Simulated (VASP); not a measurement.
Set up this calculation in VASP 6.6.1, as the native input.

```yaml
Task: relaxation of cell and atoms
Functional: PBEsol
Potentials_or_basis: VASP PAW PBE potentials, release 64 (Si)
Cutoff: 600 eV
k_mesh: 12 × 12 × 12
Occupations: gaussian, width 0.01 eV
Spin: no spin polarisation
Target_pressure: 7.75 GPa
Dipole_correction: no
Further_INCAR_settings: ALGO = Normal; EDIFF = 1e-07; IBRION = 2; EDIFFG = -0.002; NSW = 80; ISIF = 3
Target_pressure: 7.75 GPa
```

The structure of Si lies in POSCAR:

```
Si
1.0
    0.0000000000      2.6535425719      2.6535425719
    2.6535425719      0.0000000000      2.6535425719
    2.6535425719      2.6535425719      0.0000000000
Si
2
Direct
    0.7500000000      0.7500000000      0.7500000000
    0.5000000000      0.5000000000      0.5000000000
```

These files were run (other wordings do the same):

INCAR

```
SYSTEM = Si
  ALGO = Normal
  EDIFF = 1E-7
  EDIFFG = -0.002
  ENCUT = 600
  GGA = PS
  IBRION = 2
  ISIF = 3
  ISMEAR = 0
  LASPH = .True.
  LCHARG = .False.
  LREAL = .False.
  LWAVE = .False.
  NELM = 100
  NSW = 80
  PREC = Accurate
  PSTRESS = 77.5
  SIGMA = 0.01
```

KPOINTS

```
k-points
0
Gamma
  12 12 12
  0 0 0
```

Potentials or basis: VASP PAW PBE potentials, release 64 (Si).

Launch:

```bash
$ cat potpaw_PBE.64/Si/POTCAR > POTCAR
$ mpirun -np 1 vasp_std > vasp.out
```

Results of the run:

* Relaxed volume: 18.70 Å³/atom
* Relaxed cell: a = 3.753 Å, b = 3.753 Å, c = 3.753 Å, α = 60.00°, β = 60.00°, γ = 60.00°
* Space group after relaxing (to 0.05 Å): Fd-3m (No. 227)
* Energy change on relaxing (the enthalpy is what falls): -0.6 meV/atom
* Ionic steps: 3
* Pressure after relaxing: 7.8 GPa
* Band gap on the k mesh: 0.33 eV, indirect (least direct gap 2.54 eV)

Caveat: the cell is relaxed towards a set pressure, so the enthalpy falls and the energy may rise; the PAW data sets were made with another functional, which shifts forces and pressure a little.

It took 26 s on 1 thread of Intel(R) Xeon(R) Platinum 8488C (Sapphire Rapids), on a shared host, peak memory 0.16 GiB.
